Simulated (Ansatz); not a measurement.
# GaAs: levels with and without spin–orbit coupling

```yaml
crystal:
  lattice:
    - [0.00000, 2.82685, 2.82685]
    - [2.82685, 0.00000, 2.82685]
    - [2.82685, 2.82685, 0.00000]
  atoms:
    - { symbol: Ga, position: [0.00000, 0.00000, 0.00000] }
    - { symbol: As, position: [0.75000, 0.75000, 0.75000] }
```

Atoms are numbered in the order listed.

Conventional cell: a = 5.654 Å, b = 5.654 Å, c = 5.654 Å, α = 90.00°, β = 90.00°, γ = 90.00°. Ga (atom 1) has 4 As at 2.45 Å as nearest neighbours. As (atom 2) has 4 Ga at 2.45 Å as nearest neighbours.

The cell is COD entry 9008845, as deposited and not checked against the literature; nothing was relaxed.

All numbers are computed: DFT, PBE, all-electron LAPW, scalar-relativistic (Ansatz 0.2.0); DFT, PBE, all-electron LAPW, Dirac equation with spin-orbit coupling (Ansatz 0.2.0).

Sampling and basis: a Γ-centred 10×10×10 k mesh, Fermi–Dirac smearing of 0.08 eV, basis error target 1 meV/atom, no spin polarisation.

Levels between -8 and 3 eV, each run counted from its own valence-band top. Scalar levels are listed once for both spins; with the coupling every spinor state is counted. Levels near the edges of the range can cross them.

(1) At Γ (0.000, 0.000, 0.000) the scalar-relativistic levels are 0.00 (×3), 0.52. What are they with spin–orbit coupling?

(2) At L (0.000, 0.000, 0.500) the scalar-relativistic levels are -6.63, -1.14 (×2), 1.01. What are they with spin–orbit coupling?

(3) At X (-0.500, -0.500, 0.000) the scalar-relativistic levels are -6.81, -2.67 (×2), 1.47, 1.66. What are they with spin–orbit coupling?

(4) Without the coupling the gap is 0.52 eV, direct at Γ. And with it?

## Answers

(1) -0.33 (×2), 0.00 (×4), 0.41 (×2).

(2) -6.74 (×2), -1.35 (×2), -1.15 (×2), 0.90 (×2).

(3) -6.92 (×2), -2.83 (×2), -2.74 (×2), 1.36 (×2), 1.56 (×2).

(4) 0.41 eV, direct at Γ.
